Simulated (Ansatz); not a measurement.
# GaP: the cost of one run

Computed with Ansatz 0.2.0 (DFT PBE, scalar-relativistic, plane waves, PAW, unless a step's input says otherwise).

**1. The structure to begin with**

Symmetry: F-43m, No. 216, cubic system. The conventional cell has a = 5.451 Å, b = 5.451 Å, c = 5.451 Å, α = 90.00°, β = 90.00°, γ = 90.00°. Ga (site symmetry -43m) is surrounded by 4 P at 2.36 Å. P (site symmetry -43m) has 4 Ga at 2.36 Å as nearest neighbours.

As a file:

```cif
data_structure
_symmetry_space_group_name_H-M 'P 1'
_symmetry_Int_Tables_number 1
_cell_length_a 11.5623
_cell_length_b 11.5623
_cell_length_c 11.5623
_cell_angle_alpha 60.000
_cell_angle_beta 60.000
_cell_angle_gamma 60.000
_cell_volume 1092.98
loop_
_atom_site_label
_atom_site_type_symbol
_atom_site_fract_x
_atom_site_fract_y
_atom_site_fract_z
_atom_site_occupancy
Ga1 Ga 0.00000 0.00000 0.00000 1
Ga2 Ga 0.00000 0.00000 0.33333 1
Ga3 Ga 0.00000 0.00000 0.66667 1
Ga4 Ga 0.00000 0.33333 0.00000 1
Ga5 Ga 0.00000 0.33333 0.33333 1
Ga6 Ga 0.00000 0.33333 0.66667 1
Ga7 Ga 0.00000 0.66667 0.00000 1
Ga8 Ga 0.00000 0.66667 0.33333 1
Ga9 Ga 0.00000 0.66667 0.66667 1
Ga10 Ga 0.33333 0.00000 0.00000 1
Ga11 Ga 0.33333 0.00000 0.33333 1
Ga12 Ga 0.33333 0.00000 0.66667 1
Ga13 Ga 0.33333 0.33333 0.00000 1
Ga14 Ga 0.33333 0.33333 0.33333 1
Ga15 Ga 0.33333 0.33333 0.66667 1
Ga16 Ga 0.33333 0.66667 0.00000 1
Ga17 Ga 0.33333 0.66667 0.33333 1
Ga18 Ga 0.33333 0.66667 0.66667 1
Ga19 Ga 0.66667 0.00000 0.00000 1
Ga20 Ga 0.66667 0.00000 0.33333 1
Ga21 Ga 0.66667 0.00000 0.66667 1
Ga22 Ga 0.66667 0.33333 0.00000 1
Ga23 Ga 0.66667 0.33333 0.33333 1
Ga24 Ga 0.66667 0.33333 0.66667 1
Ga25 Ga 0.66667 0.66667 0.00000 1
Ga26 Ga 0.66667 0.66667 0.33333 1
Ga27 Ga 0.66667 0.66667 0.66667 1
P1 P 0.08333 0.08333 0.08333 1
P2 P 0.08333 0.08333 0.41667 1
P3 P 0.08333 0.08333 0.75000 1
P4 P 0.08333 0.41667 0.08333 1
P5 P 0.08333 0.41667 0.41667 1
P6 P 0.08333 0.41667 0.75000 1
P7 P 0.08333 0.75000 0.08333 1
P8 P 0.08333 0.75000 0.41667 1
P9 P 0.08333 0.75000 0.75000 1
P10 P 0.41667 0.08333 0.08333 1
P11 P 0.41667 0.08333 0.41667 1
P12 P 0.41667 0.08333 0.75000 1
P13 P 0.41667 0.41667 0.08333 1
P14 P 0.41667 0.41667 0.41667 1
P15 P 0.41667 0.41667 0.75000 1
P16 P 0.41667 0.75000 0.08333 1
P17 P 0.41667 0.75000 0.41667 1
P18 P 0.41667 0.75000 0.75000 1
P19 P 0.75000 0.08333 0.08333 1
P20 P 0.75000 0.08333 0.41667 1
P21 P 0.75000 0.08333 0.75000 1
P22 P 0.75000 0.41667 0.08333 1
P23 P 0.75000 0.41667 0.41667 1
P24 P 0.75000 0.41667 0.75000 1
P25 P 0.75000 0.75000 0.08333 1
P26 P 0.75000 0.75000 0.41667 1
P27 P 0.75000 0.75000 0.75000 1
```

The runs take a perfect supercell of 54 atoms; the defect goes to fractional position (0.000, 0.000, 0.000).

**2. The perfect supercell**

input.yaml

```yaml
crystal:
  lattice:
    - [0.0, 8.17575, 8.17575]
    - [8.17575, 0.0, 8.17575]
    - [8.17575, 8.17575, 0.0]
  atoms:
    - { symbol: Ga, position: [0.0, 0.0, 0.0] }
    - { symbol: Ga, position: [0.0, 0.0, 0.333333] }
    - { symbol: Ga, position: [0.0, 0.0, 0.666667] }
    - { symbol: Ga, position: [0.0, 0.333333, 0.0] }
    - { symbol: Ga, position: [0.0, 0.333333, 0.333333] }
    - { symbol: Ga, position: [0.0, 0.333333, 0.666667] }
    - { symbol: Ga, position: [0.0, 0.666667, 0.0] }
    - { symbol: Ga, position: [0.0, 0.666667, 0.333333] }
    - { symbol: Ga, position: [0.0, 0.666667, 0.666667] }
    - { symbol: Ga, position: [0.333333, 0.0, 0.0] }
    - { symbol: Ga, position: [0.333333, 0.0, 0.333333] }
    - { symbol: Ga, position: [0.333333, 0.0, 0.666667] }
    - { symbol: Ga, position: [0.333333, 0.333333, 0.0] }
    - { symbol: Ga, position: [0.333333, 0.333333, 0.333333] }
    - { symbol: Ga, position: [0.333333, 0.333333, 0.666667] }
    - { symbol: Ga, position: [0.333333, 0.666667, 0.0] }
    - { symbol: Ga, position: [0.333333, 0.666667, 0.333333] }
    - { symbol: Ga, position: [0.333333, 0.666667, 0.666667] }
    - { symbol: Ga, position: [0.666667, 0.0, 0.0] }
    - { symbol: Ga, position: [0.666667, 0.0, 0.333333] }
    - { symbol: Ga, position: [0.666667, 0.0, 0.666667] }
    - { symbol: Ga, position: [0.666667, 0.333333, 0.0] }
    - { symbol: Ga, position: [0.666667, 0.333333, 0.333333] }
    - { symbol: Ga, position: [0.666667, 0.333333, 0.666667] }
    - { symbol: Ga, position: [0.666667, 0.666667, 0.0] }
    - { symbol: Ga, position: [0.666667, 0.666667, 0.333333] }
    - { symbol: Ga, position: [0.666667, 0.666667, 0.666667] }
    - { symbol: P, position: [0.083333, 0.083333, 0.083333] }
    - { symbol: P, position: [0.083333, 0.083333, 0.416667] }
    - { symbol: P, position: [0.083333, 0.083333, 0.75] }
    - { symbol: P, position: [0.083333, 0.416667, 0.083333] }
    - { symbol: P, position: [0.083333, 0.416667, 0.416667] }
    - { symbol: P, position: [0.083333, 0.416667, 0.75] }
    - { symbol: P, position: [0.083333, 0.75, 0.083333] }
    - { symbol: P, position: [0.083333, 0.75, 0.416667] }
    - { symbol: P, position: [0.083333, 0.75, 0.75] }
    - { symbol: P, position: [0.416667, 0.083333, 0.083333] }
    - { symbol: P, position: [0.416667, 0.083333, 0.416667] }
    - { symbol: P, position: [0.416667, 0.083333, 0.75] }
    - { symbol: P, position: [0.416667, 0.416667, 0.083333] }
    - { symbol: P, position: [0.416667, 0.416667, 0.416667] }
    - { symbol: P, position: [0.416667, 0.416667, 0.75] }
    - { symbol: P, position: [0.416667, 0.75, 0.083333] }
    - { symbol: P, position: [0.416667, 0.75, 0.416667] }
    - { symbol: P, position: [0.416667, 0.75, 0.75] }
    - { symbol: P, position: [0.75, 0.083333, 0.083333] }
    - { symbol: P, position: [0.75, 0.083333, 0.416667] }
    - { symbol: P, position: [0.75, 0.083333, 0.75] }
    - { symbol: P, position: [0.75, 0.416667, 0.083333] }
    - { symbol: P, position: [0.75, 0.416667, 0.416667] }
    - { symbol: P, position: [0.75, 0.416667, 0.75] }
    - { symbol: P, position: [0.75, 0.75, 0.083333] }
    - { symbol: P, position: [0.75, 0.75, 0.416667] }
    - { symbol: P, position: [0.75, 0.75, 0.75] }
basis:
  ecutwfc: 420
  fft_grid_basis: typed
kpoints:
  mp_grid: { grid: [1, 1, 1] }
hamiltonian:
  xc: pbe
  pseudopotentials: { kind: paw }
scf:
  occupations: { method: gaussian, width: 0.05 }
output:
  forces: true
  stress: false
  eigenvalues: true
  bader: false
  write_density: true
  volumetric_format: npy
```

On the command line:

```console
ansatz run input.yaml --threads 8 --pin off --max-ram 16384MiB --backend cpu --events-out ev --progress --plain --runs-dir out
```

Q: Estimate wall time and peak memory on 8 threads of Arm Neoverse N1, shared host.

About 7.7 s, with a peak of 1.3 GiB.
